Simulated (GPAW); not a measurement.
Runs of GPAW 26.7.0 on Au. Symmetry: Im-3m, No. 229, cubic system. Conventional cell: a = 3.315 Å, b = 3.315 Å, c = 3.315 Å, α = 90.00°, β = 90.00°, γ = 90.00°. Au (site symmetry m-3m) is surrounded by 8 Au at 2.87 Å. This isn't the form of Au at room conditions, which is fcc.

| level | gap on the mesh (eV) | pressure (GPa) | relaxed volume (Å³/atom) |
| --- | --- | --- | --- |
| PBEsol+D3(BJ) | none | 0.0 | 16.80 |
| PBEsol | none | 0.0 | 17.38 |
| PBEsol+D4 | none | 0.0 | (b) |
| PBEsol+D3 | none | 0.0 | 17.05 |
| PBEsol+D3(BJ)+ATM | none | 0.0 | (a) |

Alike in all rows: task relaxation of cell and atoms; potentials or basis PAW data sets generated in the run's folder for this functional, pw; no spin polarisation; cell relaxed; k mesh 11 × 11 × 11; cutoff (eV) 600; smearing fermi-dirac 0.05 eV.

Task: Fill in the values left out.

Result: (a) 16.95; (b) 17.04.

Caveats: with this Au data set, volumes or pressures lay over 1.5 % or 2 GPa off other programs in two to four cells of ten; later steps reuse the first step's grids; pairwise dispersion overbinds metals, which lowers pressure and volume (some runs).

A k mesh can miss the band edges, and the runs leave out spin-orbit coupling on Au.

A gap of «none» marks a metal or a gap under the smearing width.
